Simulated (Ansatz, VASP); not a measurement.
One calculation of BaZrO3, two programs

```
CELL_PARAMETERS angstrom
4.07765 0.00000 0.00000
0.00000 4.07765 0.00000
0.00000 0.00000 4.07765
ATOMIC_POSITIONS crystal
Ba 0.00000 0.00000 0.00000
Zr 0.50000 0.50000 0.50000
O 0.00000 0.50000 0.50000
O 0.50000 0.00000 0.50000
O 0.50000 0.50000 0.00000
```

Alike in both runs: task single point; functional LDA; k mesh 4 × 4 × 4; no spin polarisation.

|  | VASP | Ansatz |
| --- | --- | --- |
| version | VASP 6.6.1 | Ansatz 0.2.0 |
| potentials or method | VASP PAW LDA potentials, release 64 (Ba_sv, Zr_sv, O), cutoff 520 eV | all-electron LAPW, scalar-relativistic |
| occupations | gaussian, width 0.01 eV | fixed |

VASP gave:

- gap on the k mesh at the Fermi level (eV): 3.22
- pressure (GPa): 11.9

**Question.** Estimate Ansatz's values.

**Answer.** gap on the k mesh at the Fermi level (eV): 3.29; pressure (GPa): 10.0.

Ansatz ran all-electron here, so the differences hold the error of VASP's frozen core and of both bases.

Caveats: spin-orbit coupling is left out, which moves the levels of the heavy elements. A k mesh can miss the band edges.
